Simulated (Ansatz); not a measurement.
## C (P6/mmm), a film clamped to a substrate

All numbers below come from DFT PBE, scalar-relativistic, plane waves, PAW (Ansatz 0.2.0). The runs took a 420 eV cutoff, a Γ-centred 12×12×10 mesh and Gaussian smearing (0.15 eV). No spin polarisation. Energies are free energies at this smearing, counted from the undisturbed cell; pressure is positive in compression.

The starting cell (relaxed at this level; this form isn't the usual structure):

```
C
1.0
     4.83717    0.00000    0.00000
    -2.41859    4.18911    0.00000
     0.00000    0.00000    4.17248
C
10
Direct
  0.66667 0.33333 0.18393
  0.33333 0.66667 0.18393
  0.66667 0.33333 0.81607
  0.33333 0.66667 0.81607
  0.50000 0.50000 0.34046
  0.00000 0.50000 0.34046
  0.50000 0.00000 0.34046
  0.50000 0.50000 0.65954
  0.50000 0.00000 0.65954
  0.00000 0.50000 0.65954
```

The cell (10 atoms, V0 = 84.55 Å³) is strained by p along both x and y and by q along z, fractional coordinates fixed. τp = (1/V0) ∂E/∂p = (σxx + σyy)(1 + p)(1 + q) and τq = (1/V0) ∂E/∂q = σzz(1 + p)², with tension positive.

```
     p q  ΔE (meV/atom)  τp (GPa)  τq (GPa)
 0.000   0.000           0.00      0.11     -0.10
-0.040   0.000          55.77    -55.13     -4.50
 0.040   0.000          48.24     43.79      1.37
 0.000  -0.040          53.57     -2.23    -53.31
 0.000   0.040          43.31      3.35     39.11
```

Problem. Get the second derivatives of the energy density.

Solution. Central differences give A = ∂τp/∂p = 1237 GPa (C11 + C22 + 2 C12), C = ∂τq/∂q = 1155 GPa (C33) and the cross term B = ∂τq/∂p = 73 GPa (C13 + C23); ∂τp/∂q = 70 GPa must equal B, and any difference shows higher-order terms. Steps this large leave an error of some per cent of A or C in all of these, which can swamp a small B. The ions are clamped.

Problem. A film of this crystal grows with z along the normal on a substrate that imposes p. How does its thickness respond, and what does the misfit cost?

Solution. Count p and q from the stress-free cell. A free surface needs τq = 0, so q = −(B/C) p = -0.06 p. The energy density left is (A − B²/C) p²/2 = M p², with the biaxial modulus M = 616 GPa; a misfit of 1 % costs 3.25 meV/atom, against 3.26 meV/atom if the thickness were held.

At p = 0.080 the energies along q are 406.6 (q = -0.080), 227.1 (q = -0.040), 177.0 (q = 0.000), 224.2 (q = 0.040), 343.8 (q = 0.080) meV/atom.

Problem. Does the linear rule hold at this misfit?

Solution. A parabola through the lowest point and its neighbours has its minimum at q = 0.001, 177.0 meV/atom. With the stress left in the starting cell, τp0 and τq0, linear elasticity gives q = −(τq0 + Bp)/C = -0.005 and E = V0(τp0 p + τq0 q + Ap²/2 + Bpq + Cq²/2)/N = 208.5 meV/atom. The energies differ by more than a tenth, so the quadratic law fails here: the gap holds the anharmonic part, with some error from the wide steps. Cubic terms also shift the vertex of so wide a parabola.

Forces appear on the atoms along this scan, and letting them relax would lower the energy and soften the response. The gap closes along the scan, which can put kinks into the curve.

Cost: 25 runs of about 6.5 core-minutes in all, on Intel Xeon Platinum 8259CL (Skylake/Cascade Lake) (shared hosts).

The similar values of A and C hide a marked anisotropy, because A sums over two in-plane directions. Per direction, the clamped lattice is much stiffer along z. The coordinates show why: fourfold carbons are paired by single bonds along z, and threefold carbons by short, double-bond-like contacts along the same axis. Axial strain loads these bonds directly, whereas in-plane strain falls on the slanted links around open channels.

The weak coupling between p and q probably reflects a partial cancellation between stretching of the slanted links, which favours lateral contraction, and the resistance of their bond angles. The calculation supports a small thickness response, but not a precise Poisson ratio.

Compression costs more than equal tension along either axis, as expected from steep short-range repulsion and a bonding attraction that weakens with distance. The same softening explains why the energy at large tensile misfit, 177.0 meV/atom, lies below the harmonic 208.5 meV/atom. Since the slanted links could tilt if the atoms were free, internal relaxation might change the thickness response proportionally more than the axial stiffness.
